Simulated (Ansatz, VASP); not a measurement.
W in VASP and in Ansatz

```
CELL_PARAMETERS angstrom
-1.55482 1.55482 1.55482
1.55482 -1.55482 1.55482
1.55482 1.55482 -1.55482
ATOMIC_POSITIONS crystal
W 0.00000 0.00000 0.00000
```

Alike in both runs: functional PBEsol; k mesh 24 × 24 × 24; occupations fermi-dirac, width 0.08 eV; no spin polarisation.

Ansatz relaxed the structure, and its values are those at the end. VASP's run is a single point on that final structure, the one shown.

|  | VASP | Ansatz |
| --- | --- | --- |
| version | VASP 6.6.1 | Ansatz 0.2.0 |
| potentials or method | VASP PAW PBE potentials, release 64 (W_sv) | PAW with Ansatz's default frozen-core files, scalar-relativistic |
| plane-wave cutoff (eV) | 520 | 420 |
| valence electrons in the cell | 14 | 14 |

```csv
,VASP,Ansatz,Ansatz less VASP
pressure (GPa),15.9,15.0,-0.90
```

Caveats: so large a pressure means that the cell lies far from this level's equilibrium, or that cutoff or potentials fall short (VASP); the potentials were made for another functional, which shifts forces and pressure (VASP). Spin-orbit coupling is left out, which matters for the levels of W.
